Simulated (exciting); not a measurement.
# Bi (Im-3m) in exciting: reference runs

How does Bi come out in PBEsol? The cell is run as given and disturbed.

Everything below comes from runs of exciting (release sodium). Logs are shortened: lines on timing, memory, paths and dates and some standing lists are left out, and cuts for length are marked.

### 1 The structure

The structure is cubic, space group Im-3m (No. 229). Conventional cell: a = 3.963 Å, b = 3.963 Å, c = 3.963 Å, α = 90.00°, β = 90.00°, γ = 90.00°. Bi (site symmetry m-3m) is surrounded by 8 Bi at 3.43 Å.

This isn't the form of Bi at room conditions, which is rhombohedral.

### 2 Single point, PBEsol

File input.xml:

```xml
<input>
  <title>Bi</title>
  <structure speciespath="./" tshift="false">
    <crystal scale="1">
      <basevect>-3.744361040074 3.744361040074 3.744361040074</basevect>
      <basevect>3.744361040074 -3.744361040074 3.744361040074</basevect>
      <basevect>3.744361040074 3.744361040074 -3.744361040074</basevect>
    </crystal>
    <species speciesfile="Bi.xml" rmt="2.3">
      <atom coord="0.000000000000 0.000000000000 0.000000000000"/>
    </species>
  </structure>
  <groundstate do="fromscratch" ngridk="9 9 9" rgkmax="9" gmaxvr="14" lmaxapw="10" lmaxmat="10" lmaxvr="8" xctype="GGA_PBE_SOL" stype="Fermi Dirac" swidth="0.00183747" nempty="8" ValenceRelativity="iora*" epsengy="1e-05" epspot="1e-05" maxscl="60" tforce="true" outputlevel="normal"/>
</input>
```

Potentials or basis: all-electron LAPW+lo, shipped species files, valence relativity iora*.

Run with:

```
$ OMP_NUM_THREADS=1 exciting_smp
```

INFO.OUT:

```text
================================================================================
EXCITING SODIUM started
[... 10 lines left out ...]

 Lattice vectors (cartesian) :
     -3.7443610401      3.7443610401      3.7443610401
      3.7443610401     -3.7443610401      3.7443610401
      3.7443610401      3.7443610401     -3.7443610401

 Reciprocal lattice vectors (cartesian) :
      0.0000000000      0.8390196939      0.8390196939
      0.8390196939      0.0000000000      0.8390196939
      0.8390196939      0.8390196939      0.0000000000

 Unit cell volume                           :     209.9873556994
 Brillouin zone volume                      :       1.1812626175

 Species :    1 (Bi)
     parameters loaded from                 :    Bi.xml
     name                                   :    bismuth
     nuclear charge                         :     -83.00000000
     electronic charge                      :      83.00000000
     atomic mass                            :  380947.92830000
     muffin-tin radius                      :       2.30000000
     # of radial points in muffin-tin       :     450

     atomic positions (lattice) :
       1 :   0.00000000  0.00000000  0.00000000

 Total number of atoms per unit cell        :       1

 Spin treatment                             :    spin-unpolarised

 Number of Bravais lattice symmetries       :      48
 Number of crystal symmetries               :      48

 k-point grid                               :       9    9    9
 Total number of k-points                   :      35
 k-point set is reduced with crystal symmetries

 R^MT_min * |G+k|_max (rgkmax)              :       9.00000000
 Species with R^MT_min                      :       1 (Bi)
 Maximum |G+k| for APW functions            :       3.91304348
 Maximum |G| for potential and density      :      14.00000000

 G-vector grid sizes                        :      30    30    30
 Total number of G-vectors                  :    9861

 Maximum angular momentum used for
     APW functions                          :      10
     computing H and O matrix elements      :      10
     potential and density                  :       8
     inner part of muffin-tin               :       2

 Total nuclear charge                       :     -83.00000000
 Total electronic charge                    :      83.00000000
 Total core charge                          :      68.00000000
 Total valence charge                       :      15.00000000

 Number of empty states                     :       8
 Total number of valence states             :      16

 Maximum Hamiltonian size                   :     242
 Maximum number of plane-waves              :     228
 Total number of local-orbitals             :      14

 Exchange-correlation type                  :      22
     PBEsol, Phys. Rev. Lett. 100, 136406 (2008)
     Generalised gradient approximation (GGA)

[... 20 lines left out ...]
+ SCF iteration number :    1                                                  +
++++++++++++++++++++++++++++++++++++++++++++++++++++++++++++++++++++++++++++++++
 Total energy                               :    -21571.01703543
 _______________________________________________________________
 Fermi energy                               :         0.30051853
 Kinetic energy                             :     25240.21532412
 Coulomb energy                             :    -46418.33672387
 Exchange energy                            :      -387.15956301
 Correlation energy                         :        -5.73607268

 DOS at Fermi energy (states/Ha/cell)       :        15.08417454

 Electron charges :
     core                                   :        68.00000000
     core leakage                           :         0.00816426
     valence                                :        15.00000000
     interstitial                           :         3.26000752
     charge in muffin-tin spheres :
                  atom     1    Bi          :        79.73999248
     total charge in muffin-tins            :        79.73999248
     total charge                           :        83.00000000
[... 266 lines left out ...]
 Electron charges :
     core                                   :        68.00000000
     core leakage                           :         0.00802236
     valence                                :        15.00000000
     interstitial                           :         3.23213836
     charge in muffin-tin spheres :
                  atom     1    Bi          :        79.76786164
     total charge in muffin-tins            :        79.76786164
     total charge                           :        83.00000000

 RMS change in effective potential (target) :  0.971764E-09  ( 0.100000E-04)
 Absolute change in total energy   (target) :  0.208711E-07  ( 0.100000E-04)
 Charge distance                   (target) :  0.175376E-09  ( 0.100000E-04)
 Abs. change in max-nonIBS-force   (target) :   0.00000      ( 0.500000E-04)

++++++++++++++++++++++++++++++++++++++++++++++++++++++++++++++++++++++++++++++++
| Convergency criteria checked for the last 2 iterations                       +
| Convergence targets achieved. Performing final SCF iteration                 +
++++++++++++++++++++++++++++++++++++++++++++++++++++++++++++++++++++++++++++++++
 Total energy                               :    -21575.83369389
 _______________________________________________________________
 Fermi energy                               :         0.28466638
 Kinetic energy                             :     25236.35865784
 Coulomb energy                             :    -46419.24626300
 Exchange energy                            :      -387.20946056
 Correlation energy                         :        -5.73662818

 DOS at Fermi energy (states/Ha/cell)       :        14.79816879

 Electron charges :
     core                                   :        68.00000000
     core leakage                           :         0.00802236
     valence                                :        15.00000000
     interstitial                           :         3.23213836
     charge in muffin-tin spheres :
                  atom     1    Bi          :        79.76786164
     total charge in muffin-tins            :        79.76786164
     total charge                           :        83.00000000

++++++++++++++++++++++++++++++++++++++++++++++++++++++++++++++++++++++++++++++++
+ Self-consistent loop stopped                                                 +
++++++++++++++++++++++++++++++++++++++++++++++++++++++++++++++++++++++++++++++++
 STATE.OUT is written

--------------------------------------------------------------------------------
- Writing atomic positions and forces                                          -
--------------------------------------------------------------------------------

 Atomic positions (lattice) :
 atom     1  Bi  :     0.00000000    0.00000000    0.00000000

 Total atomic forces including IBS (cartesian) :
 atom     1  Bi  :     0.00000000    0.00000000    0.00000000

 Atomic force components including IBS (cartesian) :
 atom     1  Bi  :     0.00000000    0.00000000    0.00000000   HF force
                 :     0.00000000    0.00000000    0.00000000   core correction
                 :     0.00000000    0.00000000    0.00000000   IBS correction

********************************************************************************
[... 7 lines left out ...]
| EXCITING SODIUM stopped                                                      =
================================================================================
```

Run time: 45 s. Hardware: 1 thread of Intel Xeon at 2.50GHz (Skylake/Cascade Lake), shared host; peak memory 0.11 GiB.

What came out:

```
Free energy                                       : -587108.3484 eV
Band gap on the k mesh                            : none (metal or under the smearing width)
All electrons inside the program's atomic spheres : Bi 79.77 (radii Bi 2.3 bohr)
```

Caveat: the log's total energy holds no entropy term; the free energy is that total less TS from the occupations; spin-orbit coupling is left out, which moves the levels of the heavy elements.

### 3 Single point, PBEsol (cell strained at random at fixed volume)

File input.xml:

```xml
<input>
  <title>Bi</title>
  <structure speciespath="./" tshift="false">
    <crystal scale="1">
      <basevect>-3.876002136411 3.651449760474 3.710894875176</basevect>
      <basevect>3.796709228222 -3.692789409176 3.672941615689</basevect>
      <basevect>3.911653709478 3.728440982243 -3.752234523879</basevect>
    </crystal>
    <species speciesfile="Bi.xml" rmt="2.3">
      <atom coord="-0.013777000000 -0.017305000000 -0.019666000000"/>
    </species>
  </structure>
  <groundstate do="fromscratch" ngridk="9 9 9" rgkmax="9" gmaxvr="14" lmaxapw="10" lmaxmat="10" lmaxvr="8" xctype="GGA_PBE_SOL" stype="Fermi Dirac" swidth="0.00183747" nempty="8" ValenceRelativity="iora*" epsengy="1e-05" epspot="1e-05" maxscl="60" tforce="true" outputlevel="normal"/>
</input>
```

Potentials or basis: all-electron LAPW+lo, shipped species files, valence relativity iora*.

Run with:

```
$ OMP_NUM_THREADS=1 exciting_smp
```

INFO.OUT:

```text
================================================================================
EXCITING SODIUM started
[... 10 lines left out ...]

 Lattice vectors (cartesian) :
     -3.8760021364      3.6514497605      3.7108948752
      3.7967092282     -3.6927894092      3.6729416157
      3.9116537095      3.7284409822     -3.7522345239

 Reciprocal lattice vectors (cartesian) :
      0.0048433075      0.8561631372      0.8557831472
      0.8239532649      0.0008358136      0.8597906411
      0.8113312805      0.8475486466      0.0134577980
[... 400 lines left out ...]
     total charge in muffin-tins            :        79.76772546
     total charge                           :        83.00000000

++++++++++++++++++++++++++++++++++++++++++++++++++++++++++++++++++++++++++++++++
+ Self-consistent loop stopped                                                 +
++++++++++++++++++++++++++++++++++++++++++++++++++++++++++++++++++++++++++++++++
 STATE.OUT is written

--------------------------------------------------------------------------------
- Writing atomic positions and forces                                          -
--------------------------------------------------------------------------------

 Atomic positions (lattice) :
 atom     1  Bi  :     0.98622300    0.98269500    0.98033400

 Total atomic forces including IBS (cartesian) :
 atom     1  Bi  :     0.00000000    0.00000000    0.00000000

 Atomic force components including IBS (cartesian) :
 atom     1  Bi  :     0.00000000    0.00000000    0.00000000   HF force
                 :     0.00000000    0.00000000    0.00000000   core correction
                 :     0.00000000    0.00000000    0.00000000   IBS correction

********************************************************************************
* Groundstate module stopped                                                   *
********************************************************************************

================================================================================
| EXCITING SODIUM stopped                                                      =
================================================================================
```

EVALCORE.OUT:

```text
Species :    1 (Bi), atom :    1
 n =  1, l =  0, k =  1 :   -3325.093490
 n =  2, l =  0, k =  1 :   -596.5427115
 n =  2, l =  1, k =  1 :   -573.0963580
 n =  2, l =  1, k =  2 :   -487.8752064
 n =  3, l =  0, k =  1 :   -143.6413802
 n =  3, l =  1, k =  1 :   -133.0597745
[... 11 lines left out ...]
 n =  5, l =  1, k =  1 :   -3.751056306
 n =  5, l =  1, k =  2 :   -2.841725063
```

Wall time 9.2 min (1 thread of Intel Xeon at 2.50GHz (Skylake/Cascade Lake), shared host); peak memory 0.12 GiB.

Results:

```yaml
Free_energy: -587108.3432 eV
Band_gap_on_the_k_mesh: none (metal or under the smearing width)
All_electrons_inside_the_program's_atomic_spheres: Bi 79.77 (radii Bi 2.3 bohr)
```

Levels at points of the mesh, in eV from the Fermi level:
```
           k point  band 4  band 5  band 6  band 7  band 8  band 9  band 10  band 11  band 12  band 13
(0.00, 0.00, 0.00)  -22.83  -22.82  -13.58    4.82    5.15    5.23     9.04    10.10    10.55    10.72
```

Caveat: the log's total energy holds no entropy term; the free energy is that total less TS from the occupations; spin-orbit coupling is left out, which moves the levels of the heavy elements.
